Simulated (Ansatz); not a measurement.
**SCF log, CuO**

The cell (8 atoms) is CuO in the coordinates of a database entry, unrelaxed (space group Cc, primitive cell doubled). Forces or pressure are large there, so the entry is far from the computed equilibrium and may be faulty or of a sample under other conditions, or the chosen U doesn't suit it. Source: COD entry 9016326, which need not be the ambient phase.

Method: DFT, PBE+U, PAW, plane waves, scalar-relativistic (Ansatz development build ahead of 0.2.0).

Input file:

```yaml
crystal:
  lattice:
    - [4.6927, -3.4283, 0.0]
    - [2.34635, 1.71415, 0.0]
    - [-0.85192, 0.0, 5.06587]
  atoms:
    - { symbol: Cu, position: [0.00165, 0.4967, 0.0], spin: 1.0 }
    - { symbol: Cu, position: [0.50165, 0.4967, 0.0], spin: 1.0 }
    - { symbol: Cu, position: [0.24835, 0.0033, 0.5], spin: -1.0 }
    - { symbol: Cu, position: [0.74835, 0.0033, 0.5], spin: -1.0 }
    - { symbol: O, position: [0.28595, 0.4073, 0.2602] }
    - { symbol: O, position: [0.78595, 0.4073, 0.2602] }
    - { symbol: O, position: [0.20365, 0.5719, 0.7602] }
    - { symbol: O, position: [0.70365, 0.5719, 0.7602] }
  symmetry: { detect: false, time_reversal: true }
magnetization:
  spin_polarized: true
hamiltonian:
  xc: pbe
  pseudopotentials: { kind: paw }
  hubbard:
    sites:
      - { site: 0, l: d, u_eff: 4.0, starting_ns: [{ spin: up, occupation_matrix: s0up }, { spin: down, occupation_matrix: s0down }] }
      - { site: 1, l: d, u_eff: 4.0, starting_ns: [{ spin: up, occupation_matrix: s1up }, { spin: down, occupation_matrix: s1down }] }
      - { site: 2, l: d, u_eff: 4.0, starting_ns: [{ spin: up, occupation_matrix: s2up }, { spin: down, occupation_matrix: s2down }] }
      - { site: 3, l: d, u_eff: 4.0, starting_ns: [{ spin: up, occupation_matrix: s3up }, { spin: down, occupation_matrix: s3down }] }
    occupation_matrices:
      s0up:
        matrix:
          - [0.999999, 0.0, 0.0, 0.0, 0.0]
          - [0.0, 0.999999, 0.0, 0.0, 0.0]
          - [0.0, 0.0, 0.999999, 0.0, 0.0]
          - [0.0, 0.0, 0.0, 0.999999, 0.0]
          - [0.0, 0.0, 0.0, 0.0, 0.999999]
      s0down:
        matrix:
          - [1.0e-06, 0.0, 0.0, 0.0, 0.0]
          - [0.0, 0.999999, 0.0, 0.0, 0.0]
          - [0.0, 0.0, 0.999999, 0.0, 0.0]
          - [0.0, 0.0, 0.0, 0.999999, 0.0]
          - [0.0, 0.0, 0.0, 0.0, 1.0e-06]
      s1up:
        matrix:
          - [0.999999, 0.0, 0.0, 0.0, 0.0]
          - [0.0, 0.999999, 0.0, 0.0, 0.0]
          - [0.0, 0.0, 0.999999, 0.0, 0.0]
          - [0.0, 0.0, 0.0, 0.999999, 0.0]
          - [0.0, 0.0, 0.0, 0.0, 0.999999]
      s1down:
        matrix:
          - [1.0e-06, 0.0, 0.0, 0.0, 0.0]
          - [0.0, 0.999999, 0.0, 0.0, 0.0]
          - [0.0, 0.0, 0.999999, 0.0, 0.0]
          - [0.0, 0.0, 0.0, 0.999999, 0.0]
          - [0.0, 0.0, 0.0, 0.0, 0.999999]
      s2down:
        matrix:
          - [0.999999, 0.0, 0.0, 0.0, 0.0]
          - [0.0, 0.999999, 0.0, 0.0, 0.0]
          - [0.0, 0.0, 0.999999, 0.0, 0.0]
          - [0.0, 0.0, 0.0, 0.999999, 0.0]
          - [0.0, 0.0, 0.0, 0.0, 0.999999]
      s2up:
        matrix:
          - [0.999999, 0.0, 0.0, 0.0, 0.0]
          - [0.0, 0.999999, 0.0, 0.0, 0.0]
          - [0.0, 0.0, 0.999999, 0.0, 0.0]
          - [0.0, 0.0, 0.0, 0.999999, 0.0]
          - [0.0, 0.0, 0.0, 0.0, 0.999999]
      s3down:
        matrix:
          - [0.999999, 0.0, 0.0, 0.0, 0.0]
          - [0.0, 0.999999, 0.0, 0.0, 0.0]
          - [0.0, 0.0, 0.999999, 0.0, 0.0]
          - [0.0, 0.0, 0.0, 0.999999, 0.0]
          - [0.0, 0.0, 0.0, 0.0, 0.999999]
      s3up:
        matrix:
          - [0.999999, 0.0, 0.0, 0.0, 0.0]
          - [0.0, 0.999999, 0.0, 0.0, 0.0]
          - [0.0, 0.0, 0.999999, 0.0, 0.0]
          - [0.0, 0.0, 0.0, 1.0e-06, 0.0]
          - [0.0, 0.0, 0.0, 0.0, 0.999999]
basis:
  ecutwfc: 420
kpoints:
  mp_grid: { grid: [4, 8, 4] }
scf:
  occupations: { method: fermi_dirac, width: 0.1 }
  lower_state_search: "off"
  max_iter: 200
output:
  forces: true
  stress: true
```

Launched as:
```sh
ansatz run input.yaml --threads 2 --pin off --max-ram 5120MiB --backend cpu --events-out ev --progress --plain --runs-dir out
```

Program output, abridged:

```
Cu: projections on atomic orbitals take those of the free atom [Ne] 3s2 3p6 3d10 4s1, of charge +0.00 (hamiltonian.pseudopotentials.projection_atoms); the dataset's partial waves leave at most 2.0e-6 of an orbital's norm unspanned inside its sphere
O: projections on atomic orbitals take those of the free atom [He] 2s2 2p4, of charge +0.00 (hamiltonian.pseudopotentials.projection_atoms); the dataset's partial waves leave at most 1.9e-8 of an orbital's norm unspanned inside its sphere
Pseudopotentials: kind: paw
Pseudopotential: Cu, paw, valence charge 19, recommended cutoff 420 eV (normal), Cu.paw.azcp
Pseudopotential: O, paw, valence charge 6, recommended cutoff 420 eV (normal), O.paw.azcp
Functional definition: PBE
Crystal: 8 atoms, lattice volume = 81.500 Å³
Basis set: ecut = 420 eV, 1593 PW (Γ), exchange–correlation on 80×40×72 points (8 copies of the dense FFT grid, shifted against one another)
Bands: 63, of which v1, the nominal top of the filled ones, is band 50 counted from 1 (49 counted from 0)
Symmetry: 1 space group operations
k-points: 68 of 128 (time reversal used)
Non-local potential: Cu, projectors of the file, l = 0: 3, l = 1: 2, l = 2: 3, l = 3: 1
Non-local potential: O, projectors of the file, l = 0: 2, l = 1: 2, l = 2: 1
Initial density: superposition of atomic densities (chi_scale 0.1, normalization cell, long waves kept (reshape's long-wave potential 0.00 eV rms))
Starting moments: Σ|m| = 4 μB on 4 of 8 sites
Initial wavefunctions: pseudopotential atomic-orbital guess
Functional: x = pbe(κ = 0.804, μ = 0.2195149727645171), c = pbe(β = 0.06672455060314922)
SCF iter   1: F=—  HF=-28753.711309 eV  |F-HF|=—  |Δ(HF+E_count)|=         —  Δρ=8.85e-2 (↑8.85e-2 ↓7.69e-2)  dr2=8.45e0  dr2_m=2.78e0  M=1.330 μB ∫|m|=2.879 μB  β_m=0.30  ethr=3.10e-3  ⟨swp⟩=4.6  Hψ=26587  notcnv=0  defer=230
preconditioner: auto → Kerker (q_TF=auto, 2.823 Å⁻¹)  [metal: Δε(μ)=0.004 eV  Ē_g=13.667 eV  σ=0.100 eV  W_gap=0.01  n_scr=34 (ndim 8)  ℏωp=33.9 eV  f_vac=0.000  D(μ)=6.56/eV (n_scr^D=76)]
spin=Collinear: Kerker preconditioning applied to the charge; magnetization (m = ρ↑ − ρ↓) channel mixes plain (no charge-response kernel on spin).
SCF iter   2: F=—  HF=-28754.486271 eV  |F-HF|=—  |Δ(HF+E_count)|=   7.75e-1  Δρ=1.15e-1 (↑3.74e-2 ↓1.15e-1)  dr2=7.54e0  dr2_m=2.95e0  M=0.163 μB ∫|m|=1.921 μB  β_m=0.30  ethr=3.10e-3  ⟨swp⟩=2.0  Hψ=14921  notcnv=0  defer=756
SCF iter   3: F=—  HF=-28756.283930 eV  |F-HF|=—  |Δ(HF+E_count)|=    1.80e0  Δρ=7.48e-2 (↑3.61e-2 ↓7.48e-2)  dr2=1.96e0  dr2_m=1.86e0  M=0.028 μB ∫|m|=1.454 μB  β_m=0.30  ethr=3.10e-3  ⟨swp⟩=2.0  Hψ=13281  notcnv=0  defer=753
SCF iter   4: F=—  HF=-28757.971782 eV  |F-HF|=—  |Δ(HF+E_count)|=    1.69e0  Δρ=5.56e-2 (↑3.70e-2 ↓5.56e-2)  dr2=1.06e0  dr2_m=1.28e0  M=-0.046 μB ∫|m|=1.249 μB  β_m=0.30  ethr=1.96e-3  ⟨swp⟩=2.1  Hψ=10750  notcnv=0  defer=757
SCF iter   5: F=—  HF=-28759.189767 eV  |F-HF|=—  |Δ(HF+E_count)|=    1.22e0  Δρ=3.46e-2 (↑2.97e-2 ↓3.46e-2)  dr2=2.64e-1  dr2_m=6.47e-1  M=-0.159 μB ∫|m|=1.289 μB  β_m=0.30  ethr=1.06e-3  ⟨swp⟩=2.4  Hψ=12503  notcnv=0  defer=756
SCF iter   6: F=—  HF=-28760.091380 eV  |F-HF|=—  |Δ(HF+E_count)|=   9.02e-1  Δρ=3.18e-2 (↑3.18e-2 ↓1.68e-2)  dr2=4.41e-1  dr2_m=3.01e-1  M=-0.117 μB ∫|m|=1.361 μB  β_m=0.30  ethr=2.64e-4  ⟨swp⟩=2.2  Hψ=12621  notcnv=0  defer=760
SCF iter   7: F=—  HF=-28760.597286 eV  |F-HF|=—  |Δ(HF+E_count)|=   5.06e-1  Δρ=1.71e-2 (↑1.71e-2 ↓1.62e-2)  dr2=8.44e-2  dr2_m=1.69e-1  M=-0.113 μB ∫|m|=1.393 μB  β_m=0.30  ethr=2.64e-4  ⟨swp⟩=2.0  Hψ=13473  notcnv=0  defer=756
SCF iter   8: F=—  HF=-28760.895009 eV  |F-HF|=—  |Δ(HF+E_count)|=   2.98e-1  Δρ=1.23e-2 (↑9.90e-3 ↓1.23e-2)  dr2=6.69e-2  dr2_m=6.72e-2  M=-0.115 μB ∫|m|=1.483 μB  β_m=0.30  ethr=8.44e-5  ⟨swp⟩=2.1  Hψ=14431  notcnv=0  defer=752
[... 14 iterations left out ...]
SCF iter  23: F=—  HF=-28761.544163 eV  |F-HF|=—  |Δ(HF+E_count)|=   3.08e-5  Δρ=2.22e-4 (↑2.22e-4 ↓2.06e-4)  dr2=8.61e-5  dr2_m=4.47e-6  M=-0.000 μB ∫|m|=2.838 μB  β_m=0.62  ethr=1.18e-7  ⟨swp⟩=2.0  Hψ=14359  notcnv=0  defer=754
SCF iter  24: F=—  HF=-28761.544154 eV  |F-HF|=—  |Δ(HF+E_count)|=   8.84e-6  Δρ=6.48e-5 (↑5.38e-5 ↓6.48e-5)  dr2=4.69e-6  dr2_m=1.20e-6  M=-0.000 μB ∫|m|=2.838 μB  β_m=0.65  ethr=8.61e-8  ⟨swp⟩=2.0  Hψ=11598  notcnv=0  defer=754
SCF iter  25: F=—  HF=-28761.544156 eV  |F-HF|=—  |Δ(HF+E_count)|=   2.25e-6  Δρ=2.36e-5 (↑2.03e-5 ↓2.36e-5)  dr2=1.31e-6  dr2_m=2.65e-8  M=-0.000 μB ∫|m|=2.839 μB  β_m=0.75  ethr=4.69e-9  ⟨swp⟩=2.0  Hψ=11939  notcnv=0  defer=754
SCF iter  26: F=—  HF=-28761.544157 eV  |F-HF|=—  |Δ(HF+E_count)|=   6.99e-7  Δρ=3.24e-5 (↑1.79e-5 ↓3.24e-5)  dr2=1.75e-6  dr2_m=5.52e-8  M=0.000 μB ∫|m|=2.839 μB  β_m=0.74  ethr=1.31e-9  ⟨swp⟩=2.0  Hψ=12071  notcnv=0  defer=754
SCF iter  27: F=—  HF=-28761.544157 eV  |F-HF|=—  |Δ(HF+E_count)|=   7.32e-8  Δρ=2.17e-5 (↑2.17e-5 ↓1.76e-5)  dr2=6.62e-7  dr2_m=8.81e-8  M=0.000 μB ∫|m|=2.839 μB  β_m=0.70  ethr=1.31e-9  ⟨swp⟩=2.0  Hψ=14242  notcnv=0  defer=754
SCF iter  28: F=—  HF=-28761.544157 eV  |F-HF|=—  |Δ(HF+E_count)|=   2.94e-8  Δρ=8.94e-6 (↑7.77e-6 ↓8.94e-6)  dr2=2.20e-7  dr2_m=6.57e-9  M=0.000 μB ∫|m|=2.839 μB  β_m=0.60  ethr=6.62e-10  ⟨swp⟩=2.0  Hψ=13748  notcnv=0  defer=754
SCF iter  29: F=-28761.544157 eV  HF=-28761.544157 eV  |F-HF|=7.13e-8  |Δ(HF+E_count)|=   3.83e-9  Δρ=8.57e-6 (↑8.57e-6 ↓5.32e-6)  dr2=7.62e-8  dr2_m=8.69e-9  M=0.000 μB ∫|m|=2.839 μB  ethr=1.00e-10  ⟨swp⟩=2.1  Hψ=27234  notcnv=0
WARN: hamiltonian.hubbard: on 4 of 8 specified blocks the occupation matrix of this SCF's result fails the test of the specified filling. At site 0 ↓ (sites count from 0 in the list of atoms of the cell that this SCF solves) the least filled combination of the orbitals specified full has occupation 0.478, and the fullest combination of the orbitals specified empty has occupation 0.997; the filling counts as kept where the first is at least 0.75 and exceeds the second by more than 0.25. [...]
SCF 1 converged in 29 iterations: F = -28761.544157 eV  dr2 = 7.62e-8
  greatest PAW one-centre occupation: 1.000 electrons in one spin orbital (limit 2), on the Cu atom at site 3 (counted from 0), in its partial waves of l = 0
SCF converged after 29 iterations
Magnetization: 0.0000 μB (50.0000 up, 50.0000 down)
Absolute magnetization: 2.8095 μB (∫|ρ↑−ρ↓|, with the PAW one-centre terms)
Spin contamination: 1.5410 ħ² per cell (⟨S²⟩ above its minimum at these occupations)
Per-site moments (μB) at R_I (Å): [(0.5243, 0.7781), (0.5243, 0.7781), (-0.5243, 0.7781), (-0.5243, 0.7781), (-0.0111, 0.7781), (-0.0111, 0.7781), (0.0111, 0.7781), (0.0111, 0.7781)]
Free energy (F): -28761.544157 eV
Harris-Foulkes:  -28761.544157 eV  (|F-HF|=7.13e-8)
Internal energy: -28761.527283 eV  (E = F + TS)
E sigma→0 (E₀):  -28761.535720 eV
Entropy (-TS):   -0.016873 eV (-2.109 meV/atom)
Fermi energy:    11.835678 eV
--- Per-component energies (eV) ---
  E_band       = -1790.840769
  E_kinetic    = 1886.639496
  E_local      = -19369.805824  (includes V_loc(G=0)·N_el)
  E_nonlocal   = 1756.504856
  E_hartree    = 8387.315289
  E_xc         = -647.646490
  E_vxc        = -831.386075  (∫ρ·V_xc dr)
  E_hubbard    = 2.667969  (on-site DFT+U / exact-exchange correction)
  E_vhub       = -69.772506  (the Hubbard potential's part of the band-sum identity)
  E_paw        = -7278.264361  (= ΣΔE_a)
  E_vpaw       = -1937.690224  (= ΣTr[D̂ρ^β])
  E_aug_tail   = 0.010916  (compensation charges beyond the density's cutoff)
  E_ewald      = -13498.949135
  E_smearing   = -0.016873  (= −TS)
  E_closure    = -0.000000  (closes the sum)
  Σ components = -28761.544157   (vs F -28761.544157, Δ=0.00e0)
--- Specified on-site occupations, and those of the state reported ---
  electrons in the specified blocks: 36.0000 specified, 37.5542 found
  site 0 (l=d) ↓: largest change of an orbital's occupation 0.9972; electrons 3.0000 specified, 4.4463 found; spectral distance 1.0874
  site 1 (l=d) ↓: largest change of an orbital's occupation 0.9957; electrons 4.0000 specified, 4.4463 found; spectral distance 0.4747
  site 3 (l=d) ↑: largest change of an orbital's occupation 0.9751; electrons 4.0000 specified, 4.4463 found; spectral distance 0.4748
  site 2 (l=d) ↑: largest change of an orbital's occupation 0.5257; electrons 5.0000 specified, 4.4463 found; spectral distance 0.5262
  site 3 (l=d) ↓: largest change of an orbital's occupation 0.0237; electrons 5.0000 specified, 4.9422 found; spectral distance 0.0327
  site 2 (l=d) ↓: largest change of an orbital's occupation 0.0237; electrons 5.0000 specified, 4.9423 found; spectral distance 0.0327
  site 1 (l=d) ↑: largest change of an orbital's occupation 0.0237; electrons 5.0000 specified, 4.9423 found; spectral distance 0.0327
  site 0 (l=d) ↑: largest change of an orbital's occupation 0.0237; electrons 5.0000 specified, 4.9423 found; spectral distance 0.0327
--- Forces (eV/Å), atoms counted from 1 ---
  atom   1  Cu    -0.75850747     0.25505192     0.73769748
  atom   2  Cu    -0.75850929     0.25506289     0.73768392
  atom   3  Cu    -0.75850162    -0.25506828     0.73770091
  atom   4  Cu    -0.75851654    -0.25504922     0.73769661
  atom   5  O      0.75852449     0.15629419    -0.73768774
  atom   6  O      0.75849031     0.15632537    -0.73767522
  atom   7  O      0.75853358    -0.15631909    -0.73771310
  atom   8  O      0.75847978    -0.15630019    -0.73769904
  max |Σ_I F_I| component: 6.76e-6 eV/Å
--- Stress (GPa, compression-positive) ---
        7.618840       0.000247      -2.343550
        0.000257       6.992634       0.000093
       -2.343520       0.000112       8.413503
  P = ⅓ Tr σ = 7.6750 GPa (76.750 kbar)
```

Among 17 converged runs of this cell from various starts and settings, this end is the lowest found. Sign patterns typed on Cu1 Cu2 Cu3 Cu4: ++++, +--+, ++--, +---, 00+0; other orders that fit weren't typed.

A small moment in a metal is sensitive to the mesh and the smearing. A static U favours moments and orbital order; the result depends on U and need not be the measured state. The mesh is too coarse to rank close states of a metal with certainty: differences of some tens of meV/atom may change, at times in sign.

The run took 110 s on 2 threads of Arm Neoverse V1, with other jobs on the host, peak memory 0.8 GiB.
